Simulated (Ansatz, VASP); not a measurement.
# One calculation of Pt, two programs

```xyz
1
Lattice="0.0000 1.9609 1.9609 1.9609 0.0000 1.9609 1.9609 1.9609 0.0000" Properties=species:S:1:pos:R:3 pbc="T T T"
Pt    0.0000    0.0000    0.0000
```

Alike in both runs: task single point; functional revPBE; k mesh 12 × 12 × 12; no spin polarisation.

|  | VASP | Ansatz |
| --- | --- | --- |
| version | VASP 6.6.1 | Ansatz 0.2.0 |
| potentials or method | VASP PAW PBE potentials, release 64 (Pt) | plane waves, PAW |
| plane-wave cutoff (eV) | 520 | 420 |
| occupations | methfessel-paxton of order 1, width 0.1 eV | cold |
| valence electrons in the cell | 10 | 18 |

VASP gave:

```
pressure (GPa) : 12.7
```

Estimate Ansatz's values.

pressure (GPa): 13.2.

The two sets of potentials don't hold the same shells in valence.

Caveats: the PAW data sets were made with another functional, which shifts forces and pressure a little (VASP). Spin-orbit coupling is left out, which matters for the levels of Pt.
